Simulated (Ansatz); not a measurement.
**CdO (Fm-3m): equation of state**

One table from this session's results is given with a row withheld; the runs are named, their logs left out.

Method: DFT PBE, scalar-relativistic, plane waves, PAW, in Ansatz 0.2.0.

1 further run of the same task is left out (it didn't finish). Runs told in other sessions of the task aren't counted.

## The system as given

The structure is cubic, space group Fm-3m (No. 225). Conventional cell: a = 4.768 Å, b = 4.768 Å, c = 4.768 Å, α = 90.00°, β = 90.00°, γ = 90.00°. Cd (site symmetry m-3m) is surrounded by 6 O at 2.38 Å. O (site symmetry m-3m) is surrounded by 6 Cd at 2.38 Å.

Structure file:

```cif
data_structure
_symmetry_space_group_name_H-M 'P 1'
_symmetry_Int_Tables_number 1
_cell_length_a 3.3712
_cell_length_b 3.3712
_cell_length_c 3.3712
_cell_angle_alpha 60.000
_cell_angle_beta 60.000
_cell_angle_gamma 60.000
_cell_volume 27.09
loop_
_atom_site_label
_atom_site_type_symbol
_atom_site_fract_x
_atom_site_fract_y
_atom_site_fract_z
_atom_site_occupancy
Cd1 Cd 0.00000 0.00000 0.00000 1
O1 O 0.50000 0.50000 0.50000 1
```

This cell comes from an earlier session at PBE: 13.546 Å³/atom at 0.00 GPa, on a 12×12×12 mesh.

Volume factors to run: 0.980, 1.020, 0.960, 1.040.

The first run:

File input.yaml:

```yaml
crystal:
  lattice:
    - [0.0, 2.3678153195, 2.3678153195]
    - [2.3678153195, 0.0, 2.3678153195]
    - [2.3678153195, 2.3678153195, 0.0]
  atoms:
    - { symbol: Cd, position: [0.0, 0.0, 0.0] }
    - { symbol: O, position: [0.5, 0.5, 0.5] }
basis:
  ecutwfc: 420
  ecutrho_ratio: 4
kpoints:
  mp_grid: { grid: [12, 12, 12] }
hamiltonian:
  xc: pbe
scf:
  occupations: { method: gaussian, width: 0.05 }
output:
  forces: true
  stress: true
  eigenvalues: true
```

Command:

```console
> ansatz run input.yaml --threads 2 --pin off --max-ram 2662MiB --backend cpu --events-out ev --progress --plain --runs-dir out
```

Steps of the session up to this table: At 0.980 of the relaxed volume; Scaling the volume by 1.020; Volume × 0.960; Volume × 1.040.

One of the session's tables, all rows but one given; the rest of the session is left out.

It belongs to the step «The fit». 

| volume (Å³/atom) | energy (meV/atom) | pressure (GPa) |
| --- | --- | --- |
| 13.004 | 9.19 | 5.67 |
| 13.275 | 2.21 | 2.67 |
| 13.546 | 0.00 | 0.00 |
| 13.817 | ? | ? |
| 14.088 | 7.85 | -4.50 |

Q: Estimate the row for volume (Å³/atom) = 13.817 from the others.

Worked estimate for «energy (meV/atom)». A straight line through the neighbours (13.546, 0.00) and (14.088, 7.85) gives 0.00 + (7.85 − 0.00) × (13.817 − 13.546) / (14.088 − 13.546) = 3.93; a parabola fitted to 3 rows on both sides gives 1.88.

The run gave: energy (meV/atom): 2.03; pressure (GPa): -2.38. In «energy (meV/atom)» the line misses by +1.90 and the parabola by -0.15.
